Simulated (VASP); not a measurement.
Input of a VASP 6.6.1 run:

File run.py:

```python
from ase import Atoms
from ase.calculators.vasp import Vasp
from ase.dft.bandgap import bandgap

atoms = Atoms(
    ['O', 'O'],
    cell=[[1.6749479049, 0.9670316238, 3.7319995215], [-1.6749479049, 0.9670316238, 3.7319995215], [0.0, -1.9340632475, 3.7319995215]],
    scaled_positions=[[0.05461472, 0.05461472, 0.05461472], [0.94538528, 0.94538528, 0.94538528]],
    pbc=True,
)
calc = Vasp(
    directory='calc',
    xc='rpbe',
    pp='PBE',
    setups='minimal',
    prec='Accurate',
    encut=500,
    ediff=1e-07,
    ismear=0,
    sigma=0.02,
    lreal=False,
    lasph=True,
    nelm=60,
    algo='Normal',
    isif=2,
    lwave=False,
    lcharg=False,
    kpts=[9, 9, 9],
    gamma=True,
    nbands=13,
)
atoms.calc = calc

print('energy (eV):', atoms.get_potential_energy())
print('free energy (eV):', atoms.get_potential_energy(force_consistent=True))
print('forces (eV/A):')
print(atoms.get_forces())
print('stress (eV/A^3, Voigt):', atoms.get_stress())
print('Fermi level (eV):', calc.get_fermi_level())
gap, top, bottom = bandgap(calc)
print('band gap (eV):', gap, 'from (spin, k, band)', top, 'to', bottom)
```

Potentials or basis: VASP PAW PBE potentials, release 64 (O).

Run with:

```console
$ python run.py
```

(1) What does it give for the pressure?

(2) Predict the band gap on the k mesh.

Answers

(1) 0.3 GPa.

(2) none (metal or under the smearing width).

Caveat: the standard files for N, O and F lose accuracy on very short bonds; spin is off for a triplet molecule; the PAW data sets were made with another functional, which shifts forces and pressure a little.
